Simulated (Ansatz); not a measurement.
An elastic tensor (GPa, Voigt order, standard axes) from the program Ansatz at the r²SCAN level (PAW):

```csv
,1,2,3,4,5,6
1,81.9,39.9,21.4,7.9,0.0,0.0
2,39.9,81.9,21.4,-7.9,0.0,0.0
3,21.4,21.4,86.2,0.0,0.0,0.0
4,7.9,-7.9,0.0,15.8,0.0,0.0
5,0.0,0.0,0.0,0.0,15.8,7.9
6,0.0,0.0,0.0,0.0,7.9,21.0
```

Which of these materials gives this?
A) Mg3Sb2, La2O3 or Ni2Al3 type
B) GeTe, R3m (Ge on 3a, Te on 3a)
C) Sb2Te3, R-3m (Sb on 6c, Te on 3a, Te on 6c)

A, Mg3Sb2, La2O3 or Ni2Al3 type

Space group P-3m1 (La2O3 or Ni2Al3 type). The cell was relaxed with r²SCAN under the symmetry of its start; of distortions, only those at the zone centre were tested. Scalar-relativistic: spin–orbit coupling is off unless named, which matters more the heavier the elements.

Potentials: the later of the program's two PAW sets.
